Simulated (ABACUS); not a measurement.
## ZrB2 under changes of volume

One of the cells (10.249 Å³/atom); the others are scaled copies at fixed shape and fractional positions:

```
Zr B
1.0
     3.17000    0.00000    0.00000
    -1.58500    2.74530    0.00000
     0.00000    0.00000    3.53300
Zr B
1 2
Direct
  0.00000 0.00000 0.00000
  0.66667 0.33333 0.50000
  0.33333 0.66667 0.50000
```

* Program: ABACUS 3.10.1
* Functional: PBE
* Potentials or basis: PseudoDojo NC SR 0.4.1 PBE standard
* Cutoff: 1361 eV
* Density cutoff: 5442 eV
* Basis: TZDP LCAO (the cutoffs set its grid)
* k mesh: 10 × 10 × 8
* Occupations: fermi-dirac, width 0.05 eV
* Spin: no spin polarisation

```csv
volume (Å³/atom),energy over the lowest point (meV/atom),pressure (GPa)
9.634,34.79,17.9
9.839,15.88,11.7
10.044,4.52,6.1
10.249,0.00,1.0
10.454,1.68,-3.6
10.659,8.99,-7.8
10.864,?,?
```

Question: What does the run at 10.864 Å³/atom give?

Answer: Energy over the lowest point 21.40 meV/atom; pressure -11.6 GPa.

Worked out: A Birch-Murnaghan fit of order 3 (a polynomial in V^(-2/3)) to the other rows has its minimum at 10.29 Å³/atom with B0 = V·E''(V) = 238 GPa and B' = 3.9 at fixed shape and positions, which overstates the stiffness. It gives 21.40 meV/atom at 10.864 Å³/atom, against the run's 21.40, and -dE/dV = -11.6 GPa, against -11.6.

Energies are extrapolated to zero smearing.

Caveats: the atomic orbitals were generated for these runs and aren't a published set; the basis of atomic orbitals isn't converged, which shifts pressures, moduli and gaps.
